## Counting waves in squeezed aluminium

At the point (0.5, 0.5, 0.5) of the table below, the highest level under the Fermi energy lies at -64.62 eV and the next one at 2.048 eV. Read alone, the row seems to describe an insulator with an enormous gap. The material is aluminium, a metal, and the other points have between one and three valence levels in the space that this row leaves empty. The question is where those levels have gone.

Body-centred cubic Al at 0.92 of its starting volume, computed with exciting sodium: PBEsol, all-electron LAPW+lo, no spin polarisation or spin-orbit coupling. The k mesh is 12×12×12, with rgkmax 6.5 and Fermi-Dirac smearing of 0.1 eV. Levels are counted from the Fermi energy; "under" and "over" refer to this zero.

| point a (reciprocal cell vector) | point b (reciprocal cell vector) | point c (reciprocal cell vector) | level under 4 (eV) | level under 3 (eV) | level under 2 (eV) | level under 1 (eV) | level over 1 (eV) | level over 2 (eV) |
| --- | --- | --- | --- | --- | --- | --- | --- | --- |
| 0.0000 | 0.0000 | 0.0000 | -64.58 | -64.58 | -64.58 | -11.90 | 13.953 | 13.953 |
| 0.5000 | 0.0000 | 0.0000 | -64.60 | -64.59 | -4.73 | -3.99 | 8.538 | 8.991 |
| 0.3333 | 0.3333 | 0.0000 | -64.59 | -2.37 | -2.37 | -0.98 | 7.714 | 16.710 |
| 0.7500 | 0.2500 | 0.2500 | -64.61 | -64.60 | -64.60 | -8.09 | 5.380 | 5.380 |
| 0.5833 | 0.5833 | 0.2500 | -64.61 | -64.60 | -1.18 | -1.18 | 0.145 | 8.454 |
| 0.5833 | 0.4167 | 0.4167 | -64.61 | -64.61 | -64.61 | -1.64 | 2.417 | 2.417 |
| 0.5000 | 0.5000 | 0.5000 | n/a | -64.62 | -64.62 | -64.62 | 2.048 | 2.048 |

The word "sodium" in the caption belongs to the name of the program's release. The crystal is aluminium in the body-centred cubic structure, with its volume scaled down to 0.92 of the starting value, so these are not the levels of the ordinary face-centred metal. Energies are counted from the Fermi energy. The columns rank the levels at each point by their distance from that zero, and one column can therefore hold a deep atomic level in one row and a valence level in the next.

The levels near -64.6 eV are the 2p levels of the atom. Their orbitals are so compact that neighbouring atoms hardly notice them, and their energy is nearly the same at every point. There are three of them at each point, and they fill the columns that the valence levels leave free, as far as they go. At (0.5, 0.5, 0.5), which is called H, there is no valence level under the Fermi energy at all, and the column "level under 1" falls through to 2p. The three 2p levels take three of the four columns, and the last one stays empty (n/a), because the program lists the still deeper 1s and 2s levels separately. The wide separation in that row is the distance from an inner shell to an empty valence level. It is not a band gap, because at other points the valence levels lie in between.

### From a point to a wave

The three outer electrons of aluminium move almost as free waves. The energy of a free wave grows with the square of its wave vector, so the task is to find how long the wave vector is at each point. In a crystal, a point stands for a whole family of wave vectors, which differ by the vectors of the reciprocal lattice. The electron levels at that point start from the energies of this family, the shortest members first.

Let $a$, $b$ and $c$ be the three coordinates printed as point a, point b and point c, and let $L$ be the edge of the cubic cell. For this lattice the Cartesian wave vector, in units of $2\pi/L$, is

$$\mathbf{k}=(b+c,\;a+c,\;a+b).$$

The other members of the family follow by adding any three whole numbers whose sum is even. With $q$ for the squared length of a member in these units, its free-electron energy is

$$E=E_{\text{bottom}}+q\,E_1,\qquad E_1=\frac{\hbar^2}{2m}\left(\frac{2\pi}{L}\right)^2 ,$$

where $m$ is the mass of a free electron and $E_{\text{bottom}}$ is the lowest valence level, found at (0, 0, 0), the point Γ.

The row (0.75, 0.25, 0.25) shows the whole procedure. Its wave vector is (0.5, 1, 1), and subtracting (0, 1, 1) leaves the much shorter (0.5, 0, 0), so that $q=0.25$. The cubic edge of 3.095 Å gives $E_1=15.7$ eV. The estimate is then

$$E=-11.90+0.25\times 15.7\approx -8.0\ \text{eV},$$

while the calculation finds -8.09 eV. Only the starting value was taken from the table, from the row of Γ; the row worked here had no part in it.

### Why the count changes

The same formula turns the count of levels into a question of geometry. A free wave lies under the Fermi energy if $q E_1$ is less than the depth of the band bottom, 11.90 eV. That means $q$ below about 0.76. One has only to count how many members of the family fall inside this sphere.

At Γ there is one, with no length at all. At (0.5, 0, 0), the point N, two opposite waves share $q=0.5$, and both are inside. At (0.3333, 0.3333, 0) three waves share $q=0.67$, and this is the row with three valence levels under the Fermi energy. The number of levels thus rises where a point lies equally far from several centres of the reciprocal lattice, each of which contributes a wave.

H is the extreme case of such sharing. It lies equally far from six centres, but that distance is too great: the six waves have $q=1$ and fall outside the sphere together. Their free-electron energy is 3.8 eV above the Fermi energy. The computed lowest level is at 2.048 eV, well below the estimate but still on the empty side. The odd row is therefore the corner of the zone that the sea of valence electrons does not reach.

This also shows why the metal stays a metal. On the straight line from Γ to H, the lowest valence level climbs from -11.90 eV through -8.09 eV to -1.64 eV at (0.5833, 0.4167, 0.4167). At H no valence level remains under the Fermi energy, so this band must cross it on the last stretch. A crossing of this kind is a point of the Fermi surface, where electrons can take up energy in arbitrarily small amounts.

### The point that breaks the count

At (0.5833, 0.5833, 0.25) the counting rule fails. Three waves share $q=0.75$, just inside the sphere, and the free-electron formula puts all three at about -0.1 eV. The calculation has two equal levels at -1.18 eV and a third at 0.145 eV. The atoms have pulled the three waves apart, and one of them has been lifted over the Fermi energy.

The reason is that waves of equal energy are easily mixed by the periodic potential of the atoms. Let $V$ be the strength with which this potential couples any two of the three. Each wave then feels $V$ times the sum of the amplitudes of the other two. If all three amplitudes are equal, the energy changes by $2V$. If the amplitudes add up to zero, the other two sum to minus the first, and the energy changes by $-V$; there are two independent ways to arrange this, hence a pair.

The pair lies below the single level, which requires a positive $V$. That may seem strange, since a nucleus attracts electrons. In the single combination the three waves add up at the nucleus, whereas in the pair they cancel there. A valence electron close to the nucleus must stay orthogonal to the inner shells, and the extra wiggles that this forces on it cost kinetic energy. For waves that differ by these reciprocal vectors, the cost outweighs the attraction in aluminium, so the combinations that avoid the nucleus are the more stable ones. This is the usual pseudopotential argument; the table shows the order of the levels that it explains.

The point N offers a way to judge the size of the effect. There only two waves mix, and two coupled waves separate by $2V$. The separation of 0.74 eV gives $V=0.37$ eV. The wave vectors at N and in the groups of three differ by reciprocal vectors of the same length, so the same coupling should act in both. Three waves separate by $3V$, which makes 1.11 eV.

The calculation gives 1.39 eV at (0.3333, 0.3333, 0) and 1.33 eV at (0.5833, 0.5833, 0.25). The estimate thus has the right size but falls short of the computed splittings by about a fifth and a sixth. It leaves out the longer waves of each family, which also mix in and need not act equally on the pair and the single level. What matters for the count is that a splitting of this size is harmless at the first of the two points, where the waves start well below the Fermi energy, and decisive at the second, where they start next to it.

The lifted level is not strictly empty. The calculation spreads the occupation over an energy width of 0.1 eV, and at 0.145 eV a level is still filled to about one fifth. "Over" in the column head means above the Fermi energy, and at this point that is not the same as unoccupied.

### Levels that fall towards H

The first levels over the Fermi energy run the other way along the line from Γ to H. They come as an equal pair at 5.380 eV, then at 2.417 eV, and the two levels printed at H lie at 2.048 eV. While the band below them rises, they sink.

Folding explains this too. Write the wave vector on this line as $(x,0,0)$, with $x$ going from 0 at Γ to 1 at H. The lowest wave has $q=x^2$ and rises. The next four belong to neighbouring centres and have $q=1+(1-x)^2$, which shrinks as H comes nearer. Between the last two points before H the free-electron formula lets them fall by 3.5 eV, and the computed pair falls by 3.0 eV.

That the levels are paired follows from symmetry. A quarter turn about the line carries one sideways direction into the other, so two states that point sideways must have the same energy. At H the direction along the line becomes equivalent to the sideways ones as well. If the pair continues into H, as its smooth descent suggests, a third state of the same energy has to join it there. The natural candidate is the band that climbed up from Γ.

### Where free waves are too simple

Measured from the band bottom, the mean of each group of levels that starts under the Fermi energy lies lower than the free waves, by at most 0.64 eV (at Γ the two coincide by construction). Single levels can lie higher, as the upper level at N and the unpaired level in both groups of three do. The lowest level of each empty group lies lower than the free waves by more than 1 eV. The Fermi energy lies 11.90 eV above the band bottom, where three free electrons per atom at this density would need 12.57 eV, so the filled range is about 5 percent narrower than the free-electron value. Geometry and the computed band bottom are enough to place the filled levels to within about 1 eV.

For the empty levels the formula is only a guide to their order of appearance. At Γ the next waves should start at 19.5 eV, but the lowest computed levels above the Fermi energy are at 13.953 eV. Twelve waves meet there, and their mutual splitting lowers some of them. How much of the drop this explains cannot be read from the table: the coupling found at N belongs to the shortest reciprocal vectors, and the twelve waves also differ by longer ones. It is probably not the whole cause, since at (0.3333, 0.3333, 0) the next wave stands alone and still comes out 1.3 eV too low. Mixing with still longer waves, or a stronger pull of the atom on states of p and d character, may account for the remainder; these levels do not tell the two apart.

For another point of this crystal, the order of work is the same: find the shortest members of the family, count those inside the sphere, and then ask how close they lie to its surface. Well inside or well outside, the count can be trusted. For waves that start less than about 1 eV under the Fermi energy, or less than about 2 eV over it, the shifts and splittings caused by the atoms decide.
